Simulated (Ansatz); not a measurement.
The cell is COD entry 1000050, as deposited and not checked against the literature; nothing was relaxed. The listed cell was then made from it by scaling, straining or moving an atom.

KCl: DFT, PBEsol, all-electron LAPW, scalar-relativistic (Ansatz 0.2.0). What sets it apart from a plain run of this crystal: equal xx and yy strain of -1 %.

Command: `ansatz run input.yaml --threads 1 --pin off --max-ram 3072MiB --backend cpu --events-out ev --progress --plain --runs-dir out` The run took 5.2 s on 1 thread of Arm Neoverse V2, with other jobs on the host, peak memory 0.25 GiB.

```yaml
crystal:
  lattice:
    - [3.59766, 0.0, 0.0]
    - [0.0, 3.59766, 0.0]
    - [0.0, 0.0, 3.634]
  atoms:
    - { symbol: K, position: [0.0, 0.0, 0.0] }
    - { symbol: Cl, position: [0.5, 0.5, 0.5] }
kpoints:
  mp_grid: { grid: [7, 7, 7] }
  band_path:
    path:
      - [0.0, 0.0, 0.0]
      - [0.0, 0.5, 0.0]
      - [0.5, 0.5, 0.0]
      - [0.0, 0.0, 0.0]
      - [0.0, 0.0, 0.5]
      - [0.0, 0.5, 0.5]
      - [0.5, 0.5, 0.5]
      - [0.0, 0.0, 0.5]
      - [0.0, 0.5, 0.0]
    npoints: 5
scf:
  occupations: { method: fermi_dirac, width: 0.02 }
hamiltonian:
  xc: pbesol
  pseudopotentials: { kind: all_electron, lapw: { basis_error: 0.0005 } }
output:
  forces: true
  stress: true
  eigenvalues: true
```

Output (standing set-up lines are left out):

```
LAPW: plane waves up to 6.340 Å⁻¹, error target 5.0e-4 eV per atom; small_component_spin mean_spin; Cl in spheres of 1.536 Å, 15 of its electrons in bands, Dirac shells []; K in spheres of 1.590 Å, 9 of its electrons in bands, Dirac shells []
Crystal: 2 atoms, lattice volume = 47.035 Å³
Basis set: ecut = 153.16736955532724 eV, 203 PW (Γ), exchange–correlation at level 2
Symmetry: 16 space group operations
Space group: P4/mmm (ITA 123), of the structure as read, at distance tolerance 3.6e-5 Å
k-points: 40 of 343
iter 1 solved again at ethr=1.39e-3 eV; its pass at ethr=1.00e-1 eV (dr2=3.34e-1 eV) is discarded
SCF iter   1: F=—  HF=-28906.220706 eV  |F-HF|=—  |Δ(HF+E_count)|=         —  Δρ=1.78e-2  dr2=3.33e-1  ethr=1.39e-3  ⟨swp⟩=2.2  Hψ=4346  notcnv=0
preconditioner: auto → none  [insulator: Δε(μ)=6.242 eV  Ē_g=15.686 eV  σ=0.020 eV  W_gap=1.00  n_scr=6 (ndim 8)  ℏωp=20.3 eV  f_vac=0.000  D(μ)=0.00/eV (n_scr^D=0)  ε∞_Penn≈2.7]
iter 2 solved again at ethr=6.23e-5 eV; its pass at ethr=1.39e-3 eV (dr2=1.50e-2 eV) is discarded
SCF iter   2: F=—  HF=-28905.984878 eV  |F-HF|=—  |Δ(HF+E_count)|=   2.36e-1  Δρ=3.83e-3  dr2=1.50e-2  ethr=6.23e-5  ⟨swp⟩=2.0  Hψ=3622  notcnv=0
SCF iter   3: F=—  HF=-28905.980022 eV  |F-HF|=—  |Δ(HF+E_count)|=         —  Δρ=2.44e-3  dr2=6.21e-3  ethr=6.23e-5  ⟨swp⟩=2.1  Hψ=2128  notcnv=0
the basis was enlarged: its passes take 109.3 KiB over the memory plan, 1 of 1 planned eigensolver slots
SCF iter   4: F=—  HF=-28905.981042 eV  |F-HF|=—  |Δ(HF+E_count)|=   1.02e-3  Δρ=1.42e-4  dr2=1.01e-5  ethr=2.59e-5  ⟨swp⟩=2.2  Hψ=2128  notcnv=0
SCF iter   5: F=—  HF=-28905.981072 eV  |F-HF|=—  |Δ(HF+E_count)|=   2.95e-5  Δρ=3.24e-5  dr2=5.73e-7  ethr=4.20e-8  ⟨swp⟩=3.0  Hψ=2187  notcnv=0
SCF iter   6: F=-28905.981073 eV  HF=-28905.981073 eV  |F-HF|=1.96e-8  |Δ(HF+E_count)|=   1.44e-6  Δρ=4.87e-6  dr2=1.13e-8  ethr=2.39e-9  ⟨swp⟩=3.0  Hψ=2090  notcnv=0
SCF 1 converged in 6 iterations: F = -28905.981073 eV  dr2 = 1.13e-8
NSCF: frozen V_eff on 41 k-points
SCF converged after 6 iterations
Free energy (F): -28905.981073 eV
Harris-Foulkes:  -28905.981073 eV  (|F-HF|=1.96e-8)
Internal energy: -28905.981073 eV  (E = F + TS)
E sigma→0 (E₀):  -28905.981073 eV
Fermi energy:    7.017530 eV
--- Per-component energies (eV) ---
  E_band       = -1632.082035
  E_kinetic    = 29080.820328
  E_xc         = -1638.052408
  E_electrostatic = -56348.748993  (all electrons and nuclei)
  E_smearing   = -0.000000  (= −TS)
  E_closure    = 0.000000  (closes the sum)
  E_atoms      = -28899.147947  (free atoms, spherical and without spin; not in F)
  Σ components = -28905.981073   (vs F -28905.981073, Δ=0.00e0)
  Basis errors (estimates in eV, not in F): energy 2.1e-4 per atom: plane waves 1.8e-4 (9.4e-5 summed), levels above the bands 6.1e-154, relativity 8.3e-9, radial functions 2.2e-5, core shells 5.6e-7; eigenvalues (radial functions only) 7.0e-6; not estimated: angular momenta, meshes, grids; target (lapw.basis_error) 5.0e-4; muffin-tin radii Cl 1.536 Å, K 1.590 Å
--- Forces (eV/Å), atoms counted from 1 ---
  atom   1  K      0.00000000     0.00000000     0.00000000
  atom   2  Cl     0.00000000     0.00000000     0.00000000
  max |Σ_I F_I| component: 2.96e-31 eV/Å
--- Stress (GPa, compression-positive) ---
        3.145636       0.000000       0.000000
        0.000000       3.145636       0.000000
        0.000000       0.000000       2.623647
  P = ⅓ Tr σ = 2.9716 GPa (29.716 kbar)
--- Band table (eV; the first three rows and the last of 40) ---
  k-point 0: bands = ["-238.9096", "-178.1162", "-178.1141", "-178.1141", "-23.3613", "-8.6838", "-6.7745", "-6.7624", "-6.7624", "3.9845", "4.0499", "4.0499", "9.7402", "10.4129", "10.4605", "15.2161"]
  k-point 1: bands = ["-238.9096", "-178.1162", "-178.1141", "-178.1141", "-23.3536", "-8.7305", "-6.7512", "-6.7512", "-6.7392", "3.4876", "4.0347", "4.0347", "10.2812", "10.6524", "10.9708", "15.1628"]
  k-point 2: bands = ["-238.9096", "-178.1162", "-178.1141", "-178.1141", "-23.3362", "-8.8389", "-6.7259", "-6.7259", "-6.6472", "2.5937", "3.9991", "3.9991", "11.2017", "11.3836", "12.2930", "15.1458"]
  k-point 39: bands = ["-238.9096", "-178.1162", "-178.1141", "-178.1141", "-23.2472", "-8.0764", "-7.0569", "-7.0553", "-7.0312", "2.4860", "2.4983", "2.5698", "12.9400", "13.2879", "13.3111", "14.8500"]
```
